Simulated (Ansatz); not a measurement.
# SbPt: the cost of one run

Method: DFT PBEsol, scalar-relativistic, plane waves, PAW, in Ansatz 0.2.0.

## 1. The system as given

Symmetry: P6_3/mmc, No. 194, hexagonal system. The conventional cell has a = 4.130 Å, b = 4.130 Å, c = 5.472 Å, α = 90.00°, β = 90.00°, γ = 120.00°. Sb (site symmetry -6m2) is surrounded by 6 Pt at 2.75 Å. Pt (site symmetry -3m) has 2 Pt at 2.74 Å and 6 Sb at 2.75 Å in its first shell of neighbours.

As a file:

```
Sb Pt
1.0
     4.13000    0.00000    0.00000
    -2.06500    3.57668    0.00000
     0.00000    0.00000    5.47200
Sb Pt
2 2
Direct
  0.33333 0.66667 0.25000
  0.66667 0.33333 0.75000
  0.00000 0.00000 0.00000
  0.00000 0.00000 0.50000
```

The structure comes from the Crystallography Open Database.

(A quick probe on a coarse mesh, which set the mesh and smearing, is not shown.)

## 3. Relaxing cell and atoms

Contents of input.yaml:

```yaml
crystal:
  lattice:
    - [4.1299978706, 0.0, 0.0]
    - [-2.0649989353, 3.5766830735, 0.0]
    - [0.0, 0.0, 5.472]
  atoms:
    - { symbol: Sb, position: [0.3333333333, 0.6666666667, 0.25] }
    - { symbol: Sb, position: [0.6666666667, 0.3333333333, 0.75] }
    - { symbol: Pt, position: [0.0, 0.0, 0.0] }
    - { symbol: Pt, position: [0.0, 0.0, 0.5] }
basis:
  ecutwfc: 420
kpoints:
  mp_grid: { grid: [12, 12, 8] }
hamiltonian:
  xc: pbesol
scf:
  occupations: { method: gaussian, width: 0.1 }
output:
  forces: true
  stress: true
  eigenvalues: true
relax:
  adjacent_minimum: "off"
  f_tol: 0.005
  max_steps: 80
  cell: { stress_tol: 0.05 }
```

Launch:

```
$ ansatz run input.yaml --threads 1 --pin off --max-ram 2560MiB --backend cpu --events-out ev --progress --plain --runs-dir out
```

**Question.** How long does this run take on 1 thread of Arm Neoverse V1, shared host, and how much memory does it need?

About 83 s, with a peak of 0.51 GiB.
